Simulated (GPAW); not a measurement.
Ga:

```
Ga
1.0
     2.77842    0.00000    0.00000
     0.00000    3.28161    0.00000
    -1.34343    0.00000    3.99027
Ga
2
Direct
  0.13460 0.75000 0.77017
  0.86540 0.25000 0.22983
```

This isn't the form of Ga at room conditions, which is orthorhombic.

* Program: GPAW 26.7.0
* Task: single point
* Functional: PBEsol
* Potentials or basis: PAW data sets generated in the run's folder for this functional
* Cutoff: 600 eV
* Basis: pw
* k mesh: 10 × 8 × 7
* Occupations: fermi-dirac, width 0.05 eV
* Spin: no spin polarisation

On this cell: pressure -0.1 GPa; largest force 0.077 eV/Å; band gap on the k mesh none (metal or under the smearing width).

The same run follows on a disturbed copy (atoms moved at random, drawn with an rms of 0.05 Å):

```
CELL_PARAMETERS angstrom
2.77842 0.00000 0.00000
0.00000 3.28161 0.00000
-1.34343 0.00000 3.99027
ATOMIC_POSITIONS crystal
Ga 0.13136 0.74760 0.76723
Ga 0.85768 0.25727 0.22752
```

Q: What does the disturbed cell give?

A: The energy (extrapolated to zero smearing) moves by +0.5 meV/atom; pressure -0.1 GPa; largest force 0.091 eV/Å; band gap on the k mesh none (metal or under the smearing width).

Forces in eV/Å, atoms in the order of the input:
```
Ga  -0.011  0.063 -0.065
Ga   0.011 -0.063  0.065
```

Stress tensor (GPa, compression positive):
```
 0.63  0.02 -0.36
 0.02 -1.29  0.00
-0.36  0.00  0.42
```
